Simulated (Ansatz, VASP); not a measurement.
TiB2 in VASP and in Ansatz

```xyz
3
Lattice="3.0318 0.0000 0.0000 -1.5159 2.6256 0.0000 0.0000 0.0000 3.2242" Properties=species:S:1:pos:R:3 pbc="T T T"
Ti    0.0000    0.0000    0.0000
B     0.0000    1.7504    1.6121
B     1.5159    0.8752    1.6121
```

Alike in both runs: task single point; functional PBE; k mesh 18 × 18 × 14; occupations gaussian, width 0.15 eV; no spin polarisation.

|  | VASP | Ansatz |
| --- | --- | --- |
| version | VASP 6.6.1 | Ansatz 0.2.0 |
| potentials or method | VASP PAW PBE potentials, release 64 (Ti_sv, B) | scalar-relativistic, plane waves, PAW |
| plane-wave cutoff (eV) | 520 | 420 |
| valence electrons in the cell | 18 | 18 |

|  | VASP | Ansatz | Ansatz less VASP |
| --- | --- | --- | --- |
| gap on the k mesh at the Fermi level (eV) | none | none | - |
| pressure (GPa) | 0.3 | 0.0 | -0.21 |

A gap of «none» marks a metal or a gap that the smearing closes.
